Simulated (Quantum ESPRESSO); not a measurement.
Input of a Quantum ESPRESSO 7.5 run:

Contents of pw.in:

```
&CONTROL
  calculation = 'scf'
  prefix = 'pwscf'
  outdir = './tmp'
  pseudo_dir = './pseudo'
  tprnfor = .true.
  tstress = .true.
  disk_io = 'nowf'
/
&SYSTEM
  ibrav = 0
  nat = 1
  ntyp = 1
  ecutwfc = 55
  ecutrho = 440
  nbnd = 18
  occupations = 'smearing'
  smearing = 'fd'
  degauss = 0.00367493
  nspin = 2
  starting_magnetization(1) = 0.4722
/
&ELECTRONS
  conv_thr = 2d-10
  electron_maxstep = 120
  mixing_beta = 0.3
/
ATOMIC_SPECIES
Gd   157.2500 Gd.paw.z_18.atompaw.wentzcovitch.v1.2.upf
CELL_PARAMETERS angstrom
  -2.0250000000    2.0250000000    2.0250000000
   2.0250000000   -2.0250000000    2.0250000000
   2.0250000000    2.0250000000   -2.0250000000
ATOMIC_POSITIONS crystal
Gd     0.0000000000    0.0000000000    0.0000000000
K_POINTS automatic
9 9 9 0 0 0
```

Potentials or basis: SSSP 1.3 efficiency PBE.

Launch:

```console
$ OMP_NUM_THREADS=1 pw.x -in pw.in > pw.out
```

Question: Estimate the band gap on the k mesh.

Answer: None (metal or under the smearing width).

Question: Estimate the site moments.

Answer: Gd +7.34 μB.

Caveat: spin-orbit coupling is left out, which moves the levels of the heavy elements. The state reached can hang on the start; a lower one may exist.
